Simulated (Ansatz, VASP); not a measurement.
# MoS: VASP beside Ansatz

Contents of INCAR:

```
ALGO = Normal
EDIFF = 1E-7
ENCUT = 520
GGA = PS
ISIF = 2
ISMEAR = 0
ISPIN = 2
LASPH = True
LCHARG = False
LMAXMIX = 4
LORBIT = 11
LREAL = False
LWAVE = False
MAGMOM = 3.5 0
NBANDS = 21
NELM = 150
PREC = Accurate
SIGMA = 0.1
```

KPOINTS

```
k-points
0
Gamma
  14 14 14
```

The input POSCAR:

```
MoS
1.0
    0.0000000000      2.6374084446      2.6374084446
    2.6374084446      0.0000000000      2.6374084446
    2.6374084446      2.6374084446      0.0000000000
Mo S
1 1
Direct
    0.0000000000      0.0000000000      0.0000000000
    0.2500000000      0.2500000000      0.2500000000
```

Input for Ansatz:

```yaml
crystal:
  lattice:
    - [0.0, 2.6374084446, 2.6374084446]
    - [2.6374084446, 0.0, 2.6374084446]
    - [2.6374084446, 2.6374084446, 0.0]
  atoms:
    - { symbol: Mo, position: [0.0, 0.0, 0.0], spin: 3.5 }
    - { symbol: S, position: [0.25, 0.25, 0.25] }
basis:
  ecutwfc: 420
kpoints:
  mp_grid: { grid: [14, 14, 14] }
hamiltonian:
  xc: pbesol
scf:
  occupations: { method: gaussian, width: 0.1 }
  lower_state_search: "off"
output:
  forces: true
  stress: true
  eigenvalues: true
  populations: true
magnetization:
  spin_polarized: true
```

Alike in both runs: task single point; functional PBEsol; k mesh 14 × 14 × 14; occupations gaussian, width 0.1 eV; collinear spin.

|  | VASP | Ansatz |
| --- | --- | --- |
| version | VASP 6.6.1 | Ansatz 0.2.0 |
| potentials or method | VASP PAW PBE potentials, release 64 (Mo_sv, S) | scalar-relativistic, plane waves, PAW |
| plane-wave cutoff (eV) | 520 | 420 |
| valence electrons in the cell | 20 | 20 |

VASP gave:

| Property | Result |
| --- | --- |
| gap on the k mesh at the Fermi level (eV) | none |
| pressure (GPa) | 0.2 |
| net moment per atom (μB) | 0.00 |

Question: Which values does Ansatz return?

Answer: gap on the k mesh at the Fermi level (eV): none; pressure (GPa): 0.0; net moment per atom (μB): 0.00.

A gap of «none» marks a metal or a gap that the smearing closes. The functional is the same, so the differences come from potentials, cutoffs and numerics. Ansatz warned: «seeded_moment_not_kept».

Caveats: the PAW data sets were made with another functional, which shifts forces and pressure a little (VASP).
